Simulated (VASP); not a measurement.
Runs of VASP 6.6.1 on I. Symmetry: Cmce, No. 64, orthorhombic system. The conventional cell has a = 7.270 Å, b = 4.790 Å, c = 9.793 Å, α = 90.00°, β = 90.00°, γ = 90.00°. Around I (site symmetry m) lie 1 I at 2.68 Å. 

| level | potentials or basis | further INCAR settings | gap on the mesh (eV) | pressure (GPa) | largest force (eV/Å) |
| --- | --- | --- | --- | --- | --- |
| PBE | VASP PAW PBE potentials, release 64 (I) | ALGO = Fast; EDIFF = 1e-06 | 1.30 | 1.8 | (a) |
| r2SCAN | VASP PAW PBE potentials, release 64 (I) | ALGO = Normal; EDIFF = 1e-06 | 1.51 | 1.2 | 0.63 |
| LDA | VASP PAW LDA potentials, release 64 (I) | ALGO = Fast; EDIFF = 1e-06 | 1.21 | -0.9 | 0.73 |
| PBEsol | VASP PAW PBE potentials, release 64 (I) | ALGO = Fast; EDIFF = 1e-06 | (b) | 0.1 | 0.77 |
| TB-mBJ | VASP PAW PBE potentials, release 64 (I) | ALGO = Normal; EDIFF = 1e-06 | 1.63 | - | - |

Alike in all rows: task band structure; no spin polarisation; cell as given; k mesh 8 × 8 × 4; cutoff (eV) 520; smearing gaussian 0.02 eV.

Q: Fill in the values left out.

A: (a) 0.84; (b) 1.26.

Caveats: spin-orbit coupling is left out, which moves the levels of the heavy elements; the PAW data sets were made with another functional, which shifts forces and pressure a little (some runs).

A k mesh can miss the band edges, and the runs leave out spin-orbit coupling on I.

Not every run made on this cell is shown here.
